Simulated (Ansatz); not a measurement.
GaN at 14.4 GPa: from Born charge to LO–TO splitting and polaron coupling

These are results of DFT LDA, scalar-relativistic, plane waves, PAW (Ansatz), not measurements. Cutoff 420 eV, 10×10×10 k-points (Γ-centred), fixed occupations. No spin polarisation. Phonons by linear response, acoustic sum rule imposed.

The cell is fixed (symmetry leaves no force on the atoms) and stands under 14.4 GPa:
```
Ga N
1.0
     0.00000    2.18200    2.18200
     2.18200    0.00000    2.18200
     2.18200    2.18200    0.00000
Ga N
1 1
Direct
  0.00000 0.00000 0.00000
  0.25000 0.25000 0.25000
```

The cell is the ideal cubic zincblende prototype; this isn't the usual structure of the compound.

Linear response gives ν_TO = 606.3 cm⁻¹, Born charges ±2.603 e (positive on Ga) and ε∞ = 5.479. The primitive cell holds 20.778 Å³, and the masses are 69.723 and 14.007 amu.

Question: Find ν_LO and the static dielectric constant.

Answer: The long-wave field adds a restoring force: ω_LO² − ω_TO² = Z*²e²/(ε_vac ε∞ μV). In these units ν_LO² − ν_TO² = 4.92064×10⁷ Z*²/(μ V ε∞) cm⁻², with μ = m₁m₂/(m₁ + m₂) = 11.664 amu: 251034 cm⁻². So ν_LO = √(606.3² + 251034) = 786.5 cm⁻¹, and the run gives 786.5. Lyddane–Sachs–Teller then gives ε0 = ε∞ (ν_LO/ν_TO)² = 9.22, against 9.22 in the run (it forms both from the same three quantities, so the match checks the arithmetic only). Between ν_TO and ν_LO the dielectric function is negative and an undamped crystal reflects fully: a reststrahlen band from 12.7 to 16.5 μm.

Question: What do the Clausius–Mossotti polarisability and the Szigeti charge come to?

Answer: With the Lorentz local field, α = (3V/4π)(ε∞ − 1)/(ε∞ + 2) = 2.97 Å³ for the pair, and e_S = 3Z*/(ε∞ + 2) = 1.04 e. The Born charge includes the electrons' response to the dipole's own local field, and e_S takes that enhancement out. The Lorentz field assumes point-like polarisable ions, a poor picture once ε∞ is this large, since the electron clouds then overlap or are shared, so both numbers are formal here.

Question: How strongly does a slow electron couple to the LO mode?

Answer: For one isotropic parabolic band, Fröhlich's constant is α_F = (1/ε∞ − 1/ε0) √(m* Ry/ħω_LO), with Ry = 13.606 eV, ħω_LO = 97.5 meV and m* in free-electron masses: α_F = 0.0741 × 11.81 × √m* = 0.87 √m*. The band mass isn't part of this run; for m* = 0.1, 0.3 and 1 it gives 0.28, 0.48, 0.87. In weak coupling the polaron lies α_F ħω_LO below the band edge (47 meV at m* = 0.3) with a mass m*(1 + α_F/6); past α_F of about 5 or 6 that expansion fails. A semilocal functional's ε∞ tends to be too large, which taken alone lowers α_F.

Cost: 1 run of about 0.81 core-minutes, on Arm Neoverse V2 (shared hosts).

The wide LO-TO splitting reflects a strongly polar bond and the small reduced mass that light nitrogen gives the pair. Nitrogen's high electronegativity and the charge that flows along the Ga-N bond as it stretches together give a Born charge of 2.603 e. This is a dynamical quantity, so its closeness to gallium's formal oxidation state doesn't make the crystal fully ionic. Nitrogen carries most of the optical motion, and its small mass keeps both modes high. Compression probably raises them further by stiffening the bonds, so they should lie above ambient-pressure values.

Electronic screening still supplies more than half of the static dielectric constant of 9.22. That screening, with the high LO energy, keeps Fröhlich coupling modest despite the large splitting. The conduction-band minimum of zincblende GaN is s-like and light, which suggests a large, weakly dressed electron polaron rather than a self-trapped one. The same estimate doesn't carry over to holes, whose p-derived bands are heavier, warped and degenerate at the zone centre.
